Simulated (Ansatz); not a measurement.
A run of Ansatz 0.2.0 is set up as follows.

File input.yaml:

```yaml
crystal:
  lattice:
    - [0.0, 3.0702711986, 3.0702711986]
    - [3.0702711986, 0.0, 3.0702711986]
    - [3.0702711986, 3.0702711986, 0.0]
  atoms:
    - { symbol: Cd, position: [0.0, 0.0, 0.0] }
    - { symbol: Se, position: [0.25, 0.25, 0.25] }
hamiltonian:
  xc: blyp
  pseudopotentials: { kind: paw }
  dispersion: d4
kpoints:
  mp_grid: { grid: [8, 8, 8] }
scf:
  occupations: { method: fermi_dirac, width: 0.05 }
output:
  forces: true
  stress: true
  write_density: true
  write_potential: true
  elf: true
  volumetric_format: npy
relax:
  f_tol: 0.01
  max_steps: 40
  cell: { stress_tol: 0.05 }
```

Potentials or basis: Ansatz PAW.

Run with:

```sh
$ ansatz run input.yaml --threads 2 --pin off --max-ram 5632MiB --backend cpu --events-out ev --progress --plain --runs-dir out
```

(1) What does it give for the relaxed volume?

(2) What does it give for the space group after relaxing (to 0.05 Å)?

(3) What does it give for the band gap on the k mesh?

(4) What does it give for the relaxed cell?

Answers

(1) 29.06 Å³/atom.

(2) F-43m (No. 216).

(3) 0.46 eV, direct.

(4) a = 4.348 Å, b = 4.348 Å, c = 4.348 Å, α = 60.00°, β = 60.00°, γ = 60.00°.

Caveat: the plane-wave basis is chosen anew once the cell has moved, so the energies of steps on either side of that aren't comparable; the PAW data sets come from PBE, with cores solved anew for the run's functional, which leaves a small shift of forces and pressure.
